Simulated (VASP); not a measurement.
# TePb (Fm-3m) in VASP: further runs, part 2 of 3

VASP 6.6.1. Earlier steps stand in the parts before.

### 4 Single point, PBEsol (volume scaled by 0.920)

INCAR reads:

```
SYSTEM = TePb
PREC = Accurate
ENCUT = 520
EDIFF = 1E-6
ISMEAR = 0
SIGMA = 0.05
LREAL = .FALSE.
LASPH = .TRUE.
NELM = 80
ALGO = Normal
ISIF = 2
LWAVE = .FALSE.
LCHARG = .TRUE.
GGA = PS
LELF = .TRUE.
LVHAR = .TRUE.
NBANDS = 17
```

KPOINTS reads:

```
Automatic mesh
0
G
  10 10 10
  0 0 0
```

POSCAR reads:

```
TePb
1.0
    0.0000000000      3.1330261036      3.1330261036
    3.1330261036      0.0000000000      3.1330261036
    3.1330261036      3.1330261036      0.0000000000
Te Pb
1 1
Direct
    0.5000000000      0.5000000000      0.5000000000
    0.0000000000      0.0000000000      0.0000000000
```

Potentials or basis: VASP PAW PBE potentials, release 64 (Te, Pb_d).

Launch:

```bash
$ cat potpaw_PBE.64/Te/POTCAR potpaw_PBE.64/Pb_d/POTCAR > POTCAR
$ mpirun -np 1 vasp_std > vasp.out
```

OUTCAR:

```text
SYSTEM = TePb
   PREC = Accurate
   ENCUT = 520
   EDIFF = 1E-6
   ISMEAR = 0
   LREAL = .FALSE.
   LASPH = .TRUE.
   NELM = 80
   ISIF = 2
   GGA = PS

 ion  position               nearest neighbor table
   1  0.500  0.500  0.500-   2 3.13   2 3.13   2 3.13   2 3.13   2 3.13   2 3.13
   2  0.000  0.000  0.000-   1 3.13   1 3.13   1 3.13   1 3.13   1 3.13   1 3.13

  LATTYP: Found a face centered cubic cell.
 ALAT       =     6.2660522072

  Lattice vectors:

 A1 = (   0.0000000000,   3.1330261036,   3.1330261036)
 A2 = (   3.1330261036,   0.0000000000,   3.1330261036)
 A3 = (   3.1330261036,   3.1330261036,   0.0000000000)

Analysis of symmetry for initial positions (statically):
=====================================================================
 Subroutine PRICEL returns:
 Original cell was already a primitive cell.

 Routine SETGRP: Setting up the symmetry group for a
 face centered cubic supercell.

 Subroutine GETGRP returns: Found 48 space group operations
 (whereof 48 operations were pure point group operations)
 out of a pool of 48 trial point group operations.

The static configuration has the point symmetry O_h .
[... 156 lines left out ...]
  ext. energy  EPLUGINS =         0.00000000
  ---------------------------------------------------
  free energy    TOTEN  =        -8.18850823 eV

  energy without entropy =       -8.18850823  energy(sigma->0) =       -8.18850823

 E-fermi :   6.9822     XC(G=0):  -9.8890

 val. band max:        6.7473639508   @ k =   0.5000   0.0000   0.0000
 cond. band min:       7.1923183941   @ k =   0.5000   0.0000   0.0000
 fundamental gap:      0.4449544433
 Fermi energy:         6.9822170007

 k-point     1 :       0.0000    0.0000    0.0000
  band No.  band energies     occupation
      1     -10.1010      2.00000
      2     -10.1010      2.00000
      3     -10.0819      2.00000
      4     -10.0819      2.00000
      5     -10.0819      2.00000
      6      -6.1405      2.00000
[... 457 lines left out ...]
      4     -10.0530      2.00000
      5     -10.0514      2.00000
      6      -4.6444      2.00000
[... 9 lines left out ...]
     16      16.4646      0.00000
     17      16.9500      0.00000

 [... further k-points ...]
[... 5 lines left out ...]
  --------------------------------------------------------------------------------------
  -------------------------------------------------------------------------------------
  Total        1.7241051      1.7241051      1.7241051      0.0000000      0.0000000      0.0000000
  in kB       44.9109552     44.9109552     44.9109552      0.0000000      0.0000000      0.0000000
  external PRESSURE =      44.9109552 kB  Pullay stress =       0.0000000 kB

 VOLUME and BASIS-vectors are now :
 -----------------------------------------------------------------------------
  energy-cutoff  :      520.00
  volume of cell :       61.51
      direct lattice vectors                 reciprocal lattice vectors
     0.000000000  3.133026104  3.133026104    -0.159590116  0.159590116  0.159590116
     3.133026104  0.000000000  3.133026104     0.159590116 -0.159590116  0.159590116
     3.133026104  3.133026104  0.000000000     0.159590116  0.159590116 -0.159590116

 POSITION                                       TOTAL-FORCE (eV/Angst)
 -----------------------------------------------------------------------------------
      3.13303      3.13303      3.13303         0.000000      0.000000      0.000000
      0.00000      0.00000      0.00000        -0.000000     -0.000000     -0.000000
 -----------------------------------------------------------------------------------
    total drift:                               -0.000000      0.000000      0.000000

  FREE ENERGIE OF THE ION-ELECTRON SYSTEM (eV)
  ---------------------------------------------------
  free  energy   TOTEN  =        -8.1885082324 eV

  energy  without entropy=       -8.1885082324  energy(sigma->0) =       -8.18850823
```

OSZICAR:

```text
N       E                     dE             d eps       ncg     rms          rms(c)
DAV:   1     0.152106692039E+03    0.15211E+03   -0.91676E+03  1598   0.116E+03
DAV:   2     0.169940361586E+01   -0.15041E+03   -0.14640E+03  1713   0.301E+02
DAV:   3    -0.801584726165E+01   -0.97153E+01   -0.96503E+01  2127   0.822E+01
DAV:   4    -0.826847474692E+01   -0.25263E+00   -0.25247E+00  2003   0.145E+01
DAV:   5    -0.827933242702E+01   -0.10858E-01   -0.10857E-01  2330   0.272E+00    0.423E+00
DAV:   6    -0.819434361857E+01    0.84989E-01   -0.16756E-01  2394   0.347E+00    0.263E+00
DAV:   7    -0.818872338810E+01    0.56202E-02   -0.63070E-02  2210   0.146E+00    0.870E-01
DAV:   8    -0.818849419055E+01    0.22920E-03   -0.77365E-03  2056   0.898E-01    0.149E-01
DAV:   9    -0.818851197318E+01   -0.17783E-04   -0.63046E-04  2304   0.280E-01    0.328E-02
DAV:  10    -0.818850710380E+01    0.48694E-05   -0.62270E-05  2138   0.740E-02    0.190E-02
DAV:  11    -0.818850841123E+01   -0.13074E-05   -0.21767E-05  2235   0.409E-02    0.198E-02
DAV:  12    -0.818850823238E+01    0.17884E-06   -0.16807E-06  1548   0.762E-03
   1 F= -.81885082E+01 E0= -.81885082E+01  d E =-.245116E-11
```

It took 24 s on 1 thread of Intel Xeon 6975P-C (Granite Rapids), shared host; peak memory 0.22 GiB.

Results:

```
Free energy            : -8.1885 eV
Pressure               : 4.5 GPa
Band gap on the k mesh : 0.44 eV, direct
```

Caveat: the PAW data sets were made with another functional, which shifts forces and pressure a little; spin-orbit coupling is left out, which moves the levels of the heavy elements. A k mesh can miss the band edges.

### 5 Single point, PBEsol (volume scaled by 0.960)

INCAR reads:

```
SYSTEM = TePb
PREC = Accurate ; ENCUT = 520
EDIFF = 1E-7 ; ISMEAR = 0
SIGMA = 0.05 ; LREAL = .False.
LASPH = .True. ; NELM = 100
ALGO = Normal ; ISIF = 2
LWAVE = .False. ; LCHARG = .False.
GGA = PS ; NBANDS = 17
```

KPOINTS reads:

```
regular mesh
0
Gamma
  10 10 10
  0 0 0
```

POSCAR reads:

```
TePb
1.0
    0.0000000000      3.1777896671      3.1777896671
    3.1777896671      0.0000000000      3.1777896671
    3.1777896671      3.1777896671      0.0000000000
Te Pb
1 1
Direct
    0.5000000000      0.5000000000      0.5000000000
    0.0000000000      0.0000000000      0.0000000000
```

Potentials or basis: VASP PAW PBE potentials, release 64 (Te, Pb_d).

Launch:

```bash
$ cat potpaw_PBE.64/Te/POTCAR potpaw_PBE.64/Pb_d/POTCAR > POTCAR
$ mpirun -np 1 vasp_std > vasp.out
```

OUTCAR:

```text
SYSTEM = TePb
   PREC = Accurate
   ENCUT = 520
   EDIFF = 1E-7
   ISMEAR = 0
   LREAL = .False.
   LASPH = .True.
   NELM = 100
   ISIF = 2
   GGA = PS

 ion  position               nearest neighbor table
   1  0.500  0.500  0.500-   2 3.18   2 3.18   2 3.18   2 3.18   2 3.18   2 3.18
   2  0.000  0.000  0.000-   1 3.18   1 3.18   1 3.18   1 3.18   1 3.18   1 3.18

  LATTYP: Found a face centered cubic cell.
 ALAT       =     6.3555793342

  Lattice vectors:

 A1 = (   0.0000000000,   3.1777896671,   3.1777896671)
 A2 = (   3.1777896671,   0.0000000000,   3.1777896671)
 A3 = (   3.1777896671,   3.1777896671,   0.0000000000)
[... 649 lines left out ...]
      5     -10.5590      2.00000
      6      -4.9580      2.00000
[... 9 lines left out ...]
     16      15.8300      0.00000
     17      16.3237      0.00000

 [... further k-points ...]
[... 5 lines left out ...]
  --------------------------------------------------------------------------------------
  -------------------------------------------------------------------------------------
  Total        0.7985178      0.7985178      0.7985178      0.0000000      0.0000000      0.0000000
  in kB       19.9337842     19.9337842     19.9337842      0.0000000      0.0000000      0.0000000
  external PRESSURE =      19.9337842 kB  Pullay stress =       0.0000000 kB

 VOLUME and BASIS-vectors are now :
 -----------------------------------------------------------------------------
  energy-cutoff  :      520.00
  volume of cell :       64.18
      direct lattice vectors                 reciprocal lattice vectors
     0.000000000  3.177789667  3.177789667    -0.157342069  0.157342069  0.157342069
     3.177789667  0.000000000  3.177789667     0.157342069 -0.157342069  0.157342069
     3.177789667  3.177789667  0.000000000     0.157342069  0.157342069 -0.157342069

 POSITION                                       TOTAL-FORCE (eV/Angst)
 -----------------------------------------------------------------------------------
      3.17779      3.17779      3.17779         0.000000     -0.000000     -0.000000
      0.00000      0.00000      0.00000        -0.000000      0.000000      0.000000
 -----------------------------------------------------------------------------------
    total drift:                               -0.000000      0.000000      0.000000

  FREE ENERGIE OF THE ION-ELECTRON SYSTEM (eV)
  ---------------------------------------------------
  free  energy   TOTEN  =        -8.2426919460 eV

  energy  without entropy=       -8.2426919460  energy(sigma->0) =       -8.24269195
```

stdout:

```text
POSCAR found type information on POSCAR TePb
 POSCAR found :  2 types and       2 ions
 scaLAPACK will be used
 -----------------------------------------------------------------------------
|                                                                             |
|                                                                             |
|     You enforced a specific xc type in the INCAR file but a different       |
|     I HOPE YOU KNOW WHAT YOU ARE DOING!                                     |
|                                                                             |
 -----------------------------------------------------------------------------

 LDA part: xc-table for (Slater+PW92), standard interpolation
 POSCAR, INCAR and KPOINTS ok, starting setup
 FFT: planning ... GRIDC
 FFT: planning ... GRID_SOFT
 FFT: planning ... GRID
 WAVECAR not read
 entering main loop
```

Wall time 28 s (1 thread of Intel Xeon 6975P-C (Granite Rapids), shared host); peak memory 0.22 GiB.

Results:

```
Free energy            : -8.2427 eV
Pressure               : 2.0 GPa
Band gap on the k mesh : 0.56 eV, direct
```

Caveat: the PAW data sets were made with another functional, which shifts forces and pressure a little; spin-orbit coupling is left out, which moves the levels of the heavy elements.

(Continued in part 3 of 3.)
